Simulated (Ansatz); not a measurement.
Input and command of a plane-wave DFT calculation in Ansatz:

```yaml
crystal:
  lattice:
    - [3.9999993006, 6.9282020189, 0.0]
    - [-3.9999993006, 6.9282020189, 0.0]
    - [0.0, 4.618801346, 8.31667]
  atoms:
    - { symbol: In, position: [0.0, 0.0, 0.0] }
    - { symbol: In, position: [0.0, 0.5, 0.0] }
    - { symbol: In, position: [0.5, 0.0, 0.0] }
    - { symbol: In, position: [0.5, 0.5, 0.0] }
    - { symbol: In, position: [0.8878, 0.8878, 0.3366] }
    - { symbol: In, position: [0.8878, 0.3878, 0.3366] }
    - { symbol: In, position: [0.3878, 0.8878, 0.3366] }
    - { symbol: In, position: [0.3878, 0.3878, 0.3366] }
    - { symbol: Se, position: [0.3845, 0.3845, 0.8465] }
    - { symbol: Se, position: [0.3845, 0.8845, 0.8465] }
    - { symbol: Se, position: [0.8845, 0.3845, 0.8465] }
    - { symbol: Se, position: [0.8845, 0.8845, 0.8465] }
    - { symbol: Se, position: [0.17, 0.17, 0.49] }
    - { symbol: Se, position: [0.17, 0.67, 0.49] }
    - { symbol: Se, position: [0.67, 0.17, 0.49] }
    - { symbol: Se, position: [0.67, 0.67, 0.49] }
  symmetry: { detect: false }
basis:
  ecutwfc: 420
kpoints:
  mp_grid: { grid: [2, 2, 2], shift: [0.5, 0.5, 0.5] }
hamiltonian:
  xc: pbe
  dispersion: d3bj
scf:
  occupations: { method: gaussian, width: 0.1 }
output:
  forces: true
  stress: true
  eigenvalues: true
```

```bash
ansatz run input.yaml --threads 4 --pin off --max-ram 5120MiB --backend cpu --events-out ev --progress --plain --runs-dir out
```

Processor: Arm Neoverse N1, 4 threads, on a host shared with other jobs.

Problem. How long does it run, and how much memory does it take?

Solution. About 12 s on 4 threads of Arm Neoverse N1, on a shared host, peak memory 1.4 GiB. It solves 140 bands at 4 k points (the mesh reduced by the symmetry that the task leaves, which can be less than the crystal's) with about 9009 plane waves, in 7 SCF iterations.
